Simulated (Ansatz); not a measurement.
SiO₂ — 17O NMR of the central transition

Cell: an entry of the Crystallography Open Database (COD) whose atoms were relaxed with PBE, the cell held.

Space group P2_13 (No. 198); a = 7.1600 Å.

```
site  Wyckoff  site symmetry       x       y       z
 Si1       4a            .3.  0.2807  0.2807  0.2807
 Si5       4a            .3.  0.0206  0.0206  0.0206
  O9       4a            .3.  0.1505  0.1505  0.1505
 O13      12b              1  0.6398  0.6616  0.0434
```

One atom of each set is listed.

Level of theory: DFT, PBE, plane waves and PAW (field gradients read without the response of the frozen cores, which leaves them typically 4 to 6 % off), scalar-relativistic, 420 eV cutoff, Γ-centred 3×3×3 k-points, Fermi–Dirac smearing 0.02 eV (Ansatz 0.2.0).

17O has I = 5/2 and Q = -25.58 mb (Pyykkö 2018); at 16.4 T its Larmor frequency is ν₀ = 94.7 MHz. Only the quadrupole interaction is simulated: positions count from each site's isotropic chemical shift, and J coupling is left out, as are shift anisotropy and dipolar coupling, which fast spinning averages.

(1) Give C_Q, η, the quadrupolar product P_Q = |C_Q|(1 + η²/3)^½, the second-order isotropic shift and the breadth of the pattern (fast magic-angle spinning) for each O site.

Results:

(1) 

```
site                 first shell  C_Q (MHz)     η  P_Q (MHz)  δ_QIS (ppm)  breadth (kHz)
  O9  2 Si at 1.61 Å, angle 180°      -6.77  0.00       6.77        -30.7           6.22
 O13  2 Si at 1.62 Å, angle 146°      -6.18  0.18       6.21        -25.8           5.49
```

δ_QIS = −(ν_Q²/30ν₀²)[I(I+1) − 3/4](1 + η²/3) × 10⁶ ppm with ν_Q = 3|C_Q|/[2I(2I−1)]; it falls as 1/B₀² in ppm, and the breadth as 1/B₀ in kHz.

An axis of threefold or higher order runs through O9, so V_zz lies along it and η is zero. At O13 V_zz runs parallel to the line that joins its two neighbours (within 1°).

The relaxation (5 steps) took 32 s of wall time (32 s of CPU time) and 0.63 GiB at its peak, on 1 thread of Intel Xeon 6975P-C (Granite Rapids) (x86_64; 16 cores open to the job, memory cap 3.0 GiB, no GPU), a shared host with a load of 0.3 a core.
